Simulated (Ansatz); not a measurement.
**HfH₂ (I4/mmm): electronic heat capacity and spin susceptibility from the density of states**

Method: DFT PBEsol, scalar-relativistic, plane waves, PAW (Ansatz).

Settings: cutoff 420 eV, Γ-centred mesh 16×16×16 on the computed 3-atom cell, Gaussian smearing of 0.10 eV; no spin polarisation.

Relaxed cell: I4/mmm, a = 3.464 Å, b = 3.464 Å, c = 4.238 Å, α = 90.00°, β = 90.00°, γ = 90.00°, 3 atoms in the primitive cell. Whether it is the stable form of this composition wasn't checked.

The density of states at the Fermi level is 0.456 states/eV in the cell of 3 atoms (1 formula unit; both spins, tetrahedra on a 24×24×24 mesh). Averaged over bins of 0.1 eV the density runs from 0.4 to 0.6 states/eV within 0.2 eV of the Fermi level, so the figure hangs on the exact place of that level.

Question: What Sommerfeld coefficient and Pauli susceptibility does this give?

Answer: Per formula unit N(E_F) = 0.456 states/eV. γ = (π²/3) k_B² N(E_F) N_A = 2.357 mJ/(mol K²) per state/eV, so γ = 1.1 mJ/(mol K²), a mole of formula units. χ_P = μ_B² N(E_F) N_A = 3.23×10⁻⁵ emu/mol per state/eV gives 1.5×10⁻⁵ emu/mol. This is the bare band result: a measured γ of the same phase is as a rule larger by a factor 1 + λ from phonons and spin fluctuations, the spin part of χ is larger by the Stoner factor, and a measured χ also holds orbital and core terms. N(E_F) at one energy is sensitive to the mesh where the density of states has sharp peaks.

Spin-orbit coupling is left out, which matters for the bands of heavy elements.

Cost: 1 run of about 0.69 core-minutes, on Arm Neoverse V2 (shared hosts).